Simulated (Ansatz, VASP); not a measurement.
# Sb: VASP beside Ansatz

```
CELL_PARAMETERS angstrom
4.34501 0.00000 -0.31511
0.00000 4.36015 0.00000
-1.71017 0.00000 6.10705
ATOMIC_POSITIONS crystal
Sb 0.63039 0.75000 0.25779
Sb 0.13021 0.25000 0.25750
Sb 0.86979 0.75000 0.74250
Sb 0.36961 0.25000 0.74221
```

Alike in both runs: functional PBE; dispersion D3(BJ); k mesh 10 × 10 × 8; occupations gaussian, width 0.1 eV; no spin polarisation.

Ansatz relaxed the structure, and its values are those at the end. VASP's run is a single point on that final structure, the one shown.

|  | VASP | Ansatz |
| --- | --- | --- |
| version | VASP 6.6.1 | Ansatz 0.2.0 |
| potentials or method | VASP PAW PBE potentials, release 64 (Sb) | scalar-relativistic, plane waves, PAW |
| plane-wave cutoff (eV) | 520 | 420 |
| valence electrons in the cell | 20 | 60 |

```tsv
	VASP	Ansatz	Ansatz less VASP
gap on the k mesh at the Fermi level (eV)	none	none	-
pressure (GPa)	0.0	0.0	-0.02
rms of the force components (eV/Å)	0.017	0.001	-0.0159
```

A gap of «none» marks a metal or a gap that the smearing closes. The two sets of potentials don't hold the same shells in valence.

Caveats: pairwise dispersion overbinds metals, which lowers pressure and volume. The runs have no spin-orbit coupling, so splittings on Sb are missing.
